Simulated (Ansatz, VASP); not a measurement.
## Two plane-wave programs on Al

```
Al
1.0
     2.83288    0.00000    0.00000
     0.00000    2.83288    0.00000
     0.00000    0.00000    2.56604
Al
1
Direct
  0.00000 0.00000 0.50000
```

Alike in both runs: task relaxation of cell and atoms; functional PBE; k mesh 20 × 20 × 22; occupations gaussian, width 0.1 eV; no spin polarisation.

```csv
,VASP,Ansatz
version,VASP 6.6.1,Ansatz 0.2.0
potentials or method,"VASP PAW PBE potentials, release 64 (Al)","scalar-relativistic, plane waves, PAW"
plane-wave cutoff (eV),600,420
valence electrons in the cell,3,3
```

|  | VASP | Ansatz | Ansatz less VASP |
| --- | --- | --- | --- |
| gap on the k mesh at the Fermi level, each at its own relaxed structure (eV) | none | none | - |
| relaxed volume (Å³/atom) | 20.17 | 20.17 | +0.003 |
| relaxed cell length with the largest relative difference (Å) | 2.730 | 2.728 | -0.0014 |
| energy change over the relaxation (meV/atom) | -51 | -51 | +0.1 |

A gap of «none» marks a metal or a gap that the smearing closes.
